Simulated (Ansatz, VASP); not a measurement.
## Two plane-wave programs on MnO2

The input INCAR:

```
SYSTEM = MnO2
PREC = Accurate ; ENCUT = 520
EDIFF = 1E-6 ; ISMEAR = -1
SIGMA = 0.05 ; LREAL = .False.
LASPH = .True. ; NELM = 100
ALGO = Fast ; ISIF = 2
LWAVE = .False. ; LCHARG = .False.
ISPIN = 2 ; MAGMOM = 4 4 0 0 0 0
LORBIT = 11 ; LMAXMIX = 4
GGA = PE ; NBANDS = 38
```

The input KPOINTS:

```
Automatic mesh
0
Gamma
  7 5 4
  0 0 0
```

File POSCAR:

```
MnO2
1.0
    2.9041580000      0.0290415800      0.0000000000
    0.0384481000      3.8448100000      0.0000000000
    0.0000000000      0.0000000000      6.1642640000
Mn O
2 4
Direct
    0.5000000000      0.5000000000      0.3433015000
    0.0000000000      0.0000000000      0.6566985000
    0.5000000000      0.0000000000      0.8375675000
    0.0000000000      0.5000000000      0.1624325000
    0.5000000000      0.0000000000      0.4217995000
    0.0000000000      0.5000000000      0.5782005000
```

input.yaml

```yaml
crystal:
  lattice:
    - [2.904158, 0.02904158, 0.0]
    - [0.0384481, 3.84481, 0.0]
    - [0.0, 0.0, 6.164264]
  atoms:
    - { symbol: Mn, position: [0.5, 0.5, 0.3433015], spin: 4.0 }
    - { symbol: Mn, position: [0.0, 0.0, 0.6566985], spin: 4.0 }
    - { symbol: O, position: [0.5, 0.0, 0.8375675] }
    - { symbol: O, position: [0.0, 0.5, 0.1624325] }
    - { symbol: O, position: [0.5, 0.0, 0.4217995] }
    - { symbol: O, position: [0.0, 0.5, 0.5782005] }
hamiltonian:
  xc: pbe
  pseudopotentials: { kind: paw }
magnetization:
  spin_polarized: true
kpoints:
  mp_grid: { grid: [7, 5, 4] }
scf:
  occupations: { method: fermi_dirac, width: 0.05 }
output:
  forces: true
  stress: true
  eigenvalues: true
```

Change from the starting cell: strain = 0.02.

Alike in both runs: task single point; functional PBE; k mesh 7 × 5 × 4; occupations fermi-dirac, width 0.05 eV; collinear spin, ferromagnetic start.

|  | VASP | Ansatz |
| --- | --- | --- |
| version | VASP 6.6.1 | Ansatz 0.2.0 |
| potentials or method | VASP PAW PBE potentials, release 64 (Mn_pv, O) | Ansatz PAW |
| plane-wave cutoff (eV) | 520 | 420 |
| valence electrons in the cell | 50 | 54 |

Ansatz gave:

* gap on the k mesh at the Fermi level (eV): none
* pressure (GPa): -7.2
* largest component of the traceless stress (GPa): 4.13
* rms of the force components (eV/Å): 0.301
* net moment per atom (μB): 1.00
* size of the moment on the site where the two differ most (μB): 2.41

**Question.** Which values does VASP return?

**Answer.** gap on the k mesh at the Fermi level (eV): none; pressure (GPa): -6.4; largest component of the traceless stress (GPa): 3.70; rms of the force components (eV/Å): 0.251; net moment per atom (μB): 1.00; size of the moment on the site where the two differ most (μB): 2.79.

Site moments also hang on the region over which each program counts them. Atom by atom the forces differ by 0.049 eV/Å (rms over components). A gap of «none» marks a metal or a gap that the smearing closes. The two sets of potentials don't hold the same shells in valence.

Caveats: semilocal functionals often make such compounds metallic where correlation or magnetic order opens a gap, which also shifts bond lengths; only a ferromagnetic start was run, and an antiferromagnetic order may lie lower in energy; the pressure holds a Pulay correction of +0.7 GPa for the finite cutoff (Ansatz).
